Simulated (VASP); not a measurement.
# W: convergence, nudged elastic band

W, defect, 15 atoms in the cell. PBE, nudged elastic band; PAW potentials W_sv (PBE set). VASP 6.6.1.

Wanted: barrier within 0.02 eV.

Path: a W atom hops into a neighbouring W vacancy; Moving images: 3.

The series start from Cutoff ENCUT (eV): 250; k mesh: 3 × 3 × 3; SCF threshold EDIFF (eV): 1e-5; PREC: Normal; LREAL: no. Each series keeps the choices made before it, and each single choice may use up half of a tolerance. Times cover all steps of a run.

## Cutoff ENCUT (eV)

| Cutoff ENCUT (eV) | Barrier (eV) | Time (s) |
|---|---|---|
| 200 | 1.524 | 127 |
| 250 | 1.514 | 185 |
| 300 | 1.515 | 189 |
| 350 (reference) | 1.516 | 229 |

Chosen: 200, the loosest value from which every tighter one stays within half of the tolerance.

## k mesh

| k mesh | Barrier (eV) | Time (s) |
|---|---|---|
| 2 × 2 × 2 | 1.537 | 126 |
| 3 × 3 × 3 | 1.524 | 127 |
| 4 × 4 × 4 (reference) | 1.524 | 253 |

Chosen: 3 × 3 × 3.

## SCF threshold EDIFF (eV)

| SCF threshold EDIFF (eV) | Barrier (eV) | Time (s) |
|---|---|---|
| 0.001 | 1.524 | 105 |
| 0.0001 | 1.524 | 104 |
| 1e-5 | 1.524 | 127 |
| 1e-6 (reference) | 1.524 | 125 |

Chosen: 0.001.

## PREC

| PREC | Barrier (eV) | Time (s) |
|---|---|---|
| Normal | 1.524 | 105 |
| Accurate | 1.525 | 103 |

Chosen: Normal; no other choice that stays within half of the tolerance saves 30 % of the time.

## LREAL

| LREAL | Barrier (eV) | Time (s) |
|---|---|---|
| no | 1.524 | 105 |
| Auto | 1.519 | 84 |

Chosen: no.

## All choices together

| Input | Barrier (eV) | Time (s) |
|---|---|---|
| chosen settings | 1.524 | 105 |
| reference settings throughout | 1.524 | 499 |

The tolerance is met.

## The input

INCAR.step1:
```
SYSTEM = W
PREC     = Normal         ! precision mode
ENCUT    = 200            ! plane-wave cutoff, eV
EDIFF    = 0.001          ! SCF threshold, eV
ISMEAR   = 1              ! smearing method
SIGMA    = 0.1            ! smearing width, eV
LREAL    = .False.        ! projectors in reciprocal space
LASPH    = .True.         ! aspherical terms in the spheres
NELM     = 100            ! most SCF steps
ALGO     = Normal         ! electronic algorithm
LWAVE    = .False.        ! write WAVECAR
LCHARG   = .False.        ! write CHGCAR
IBRION   = 2              ! ionic algorithm
NSW      = 100            ! ionic steps
ISIF     = 2              ! what is computed and relaxed
EDIFFG   = -0.02          ! ionic threshold
POTIM    = 0.5            ! step
KPAR     = 6             
```

INCAR.step3, as INCAR.step1 but for:
```
- IBRION = 2
- ISIF = 2
- EDIFFG = -0.02
- POTIM = 0.5
- KPAR = 6
+ IBRION = 1
+ POTIM = 0.3
+ EDIFFG = -0.05
+ SPRING = -5
+ IMAGES = 3
+ KPAR = 2
```

KPOINTS:
```
Automatic mesh
0
Gamma
  3 3 3
  0 0 0
```

00/POSCAR:
```
W
1.0
    6.3293800000      0.0000000000      0.0000000000
    0.0000000000      6.3293800000      0.0000000000
    0.0000000000      0.0000000000      6.3293800000
W
15
Direct
    0.5000000000      1.0000000000      0.0000000000
    0.0000000000      0.5000000000      0.0000000000
    0.0000000000      1.0000000000      0.5000000000
    0.2473181337      0.2473181337      0.2473181337
    0.5000000000      0.5000000000      0.0000000000
    0.5000000000      1.0000000000      0.5000000000
    0.7526818663      0.2473181337      0.2473181337
    0.0000000000      0.5000000000      0.5000000000
    0.2473181337      0.7526818663      0.2473181337
    0.2473181337      0.2473181337      0.7526818663
    0.5000000000      0.5000000000      0.5000000000
    0.7526818663      0.7526818663      0.2473181337
    0.7526818663      0.2473181337      0.7526818663
    0.2473181337      0.7526818663      0.7526818663
    0.7526818663      0.7526818663      0.7526818663
```

01/POSCAR:
```
W
1.0
    6.3293800000      0.0000000000      0.0000000000
    0.0000000000      6.3293800000      0.0000000000
    0.0000000000      0.0000000000      6.3293800000
W
15
Direct
    0.5034979849      1.0048353485      0.0048353485
    0.0048353485      0.5034979849      0.0048353485
    0.0048353485      1.0048353485      0.5034979849
    0.1903239487      0.1903239487      0.1903239487
    0.5034979849      0.5034979849      0.0048353485
    0.5034979849      1.0048353485      0.5034979849
    0.7561780664      0.2521552669      0.2521552669
    0.0048353485      0.5034979849      0.5034979849
    0.2521552669      0.7561780664      0.2521552669
    0.2521552669      0.2521552669      0.7561780664
    0.5034979849      0.5034979849      0.5034979849
    0.7561780664      0.7561780664      0.2521552669
    0.7561780664      0.2521552669      0.7561780664
    0.2521552669      0.7561780664      0.7561780664
    0.7561780664      0.7561780664      0.7561780664
```

02/POSCAR:
```
W
1.0
    6.3293800000      0.0000000000      0.0000000000
    0.0000000000      6.3293800000      0.0000000000
    0.0000000000      0.0000000000      6.3293800000
W
15
Direct
    0.5069959697      1.0096706969      0.0096706969
    0.0096706969      0.5069959697      0.0096706969
    0.0096706969      1.0096706969      0.5069959697
    0.1333297638      0.1333297638      0.1333297638
    0.5069959697      0.5069959697      0.0096706969
    0.5069959697      1.0096706969      0.5069959697
    0.7596742665      0.2569924002      0.2569924002
    0.0096706969      0.5069959697      0.5069959697
    0.2569924002      0.7596742665      0.2569924002
    0.2569924002      0.2569924002      0.7596742665
    0.5069959697      0.5069959697      0.5069959697
    0.7596742665      0.7596742665      0.2569924002
    0.7596742665      0.2569924002      0.7596742665
    0.2569924002      0.7596742665      0.7596742665
    0.7596742665      0.7596742665      0.7596742665
```

03/POSCAR:
```
W
1.0
    6.3293800000      0.0000000000      0.0000000000
    0.0000000000      6.3293800000      0.0000000000
    0.0000000000      0.0000000000      6.3293800000
W
15
Direct
    0.5104939546      1.0145060454      0.0145060454
    0.0145060454      0.5104939546      0.0145060454
    0.0145060454      1.0145060454      0.5104939546
    0.0763355788      0.0763355788      0.0763355788
    0.5104939546      0.5104939546      0.0145060454
    0.5104939546      1.0145060454      0.5104939546
    0.7631704666      0.2618295334      0.2618295334
    0.0145060454      0.5104939546      0.5104939546
    0.2618295334      0.7631704666      0.2618295334
    0.2618295334      0.2618295334      0.7631704666
    0.5104939546      0.5104939546      0.5104939546
    0.7631704666      0.7631704666      0.2618295334
    0.7631704666      0.2618295334      0.7631704666
    0.2618295334      0.7631704666      0.7631704666
    0.7631704666      0.7631704666      0.7631704666
```

04/POSCAR:
```
W
1.0
    6.3293800000      0.0000000000      0.0000000000
    0.0000000000      6.3293800000      0.0000000000
    0.0000000000      0.0000000000      6.3293800000
W
15
Direct
    0.5139919395      1.0193413939      0.0193413939
    0.0193413939      0.5139919395      0.0193413939
    0.0193413939      1.0193413939      0.5139919395
    0.0193413939      0.0193413939      0.0193413939
    0.5139919395      0.5139919395      0.0193413939
    0.5139919395      1.0193413939      0.5139919395
    0.7666666667      0.2666666667      0.2666666667
    0.0193413939      0.5139919395      0.5139919395
    0.2666666667      0.7666666667      0.2666666667
    0.2666666667      0.2666666667      0.7666666667
    0.5139919395      0.5139919395      0.5139919395
    0.7666666667      0.7666666667      0.2666666667
    0.7666666667      0.2666666667      0.7666666667
    0.2666666667      0.7666666667      0.7666666667
    0.7666666667      0.7666666667      0.7666666667
```

POSCAR.step1:
```
W
1.0
    6.3293800000      0.0000000000      0.0000000000
    0.0000000000      6.3293800000      0.0000000000
    0.0000000000      0.0000000000      6.3293800000
W
15
Direct
    0.5000000000      0.0000000000      0.0000000000
    0.0000000000      0.5000000000      0.0000000000
    0.0000000000      0.0000000000      0.5000000000
    0.2500000000      0.2500000000      0.2500000000
    0.5000000000      0.5000000000      0.0000000000
    0.5000000000      0.0000000000      0.5000000000
    0.7500000000      0.2500000000      0.2500000000
    0.0000000000      0.5000000000      0.5000000000
    0.2500000000      0.7500000000      0.2500000000
    0.2500000000      0.2500000000      0.7500000000
    0.5000000000      0.5000000000      0.5000000000
    0.7500000000      0.7500000000      0.2500000000
    0.7500000000      0.2500000000      0.7500000000
    0.2500000000      0.7500000000      0.7500000000
    0.7500000000      0.7500000000      0.7500000000
```

POSCAR.step2:
```
W
1.0
    6.3293800000      0.0000000000      0.0000000000
    0.0000000000      6.3293800000      0.0000000000
    0.0000000000      0.0000000000      6.3293800000
W
15
Direct
    0.5000000000      0.0000000000      0.0000000000
    0.0000000000      0.5000000000      0.0000000000
    0.0000000000      0.0000000000      0.5000000000
    0.0000000000      0.0000000000      0.0000000000
    0.5000000000      0.5000000000      0.0000000000
    0.5000000000      0.0000000000      0.5000000000
    0.7500000000      0.2500000000      0.2500000000
    0.0000000000      0.5000000000      0.5000000000
    0.2500000000      0.7500000000      0.2500000000
    0.2500000000      0.2500000000      0.7500000000
    0.5000000000      0.5000000000      0.5000000000
    0.7500000000      0.7500000000      0.2500000000
    0.7500000000      0.2500000000      0.7500000000
    0.2500000000      0.7500000000      0.7500000000
    0.7500000000      0.7500000000      0.7500000000
```

Commands (each step's output is kept before the next begins):
```
cat potpaw_PBE.64/W_sv/POTCAR > POTCAR
cp INCAR.step1 INCAR
cp POSCAR.step1 POSCAR
mpirun -np 6 vasp_std > vasp.out
cp POSCAR.step2 POSCAR
mpirun -np 6 vasp_std > vasp.out
# 00 and 04 hold the relaxed ends; the images between are interpolated (pair-distance (IDPP))
cp INCAR.step3 INCAR
mpirun -np 6 vasp_std > vasp.out
```

Limits: the cell holds 15 atoms, so the vacancy or interstitial meets its own images and the barrier isn't that of a lone defect; the atom stays on the straight, symmetric line between the sites, so the barrier is an upper bound: a way around it wasn't tried.

The chosen input took VASP 6.6.1 105 s on 6 cores (Intel Xeon Platinum 8375C @ 2.90GHz (Ice Lake)), a shared host.
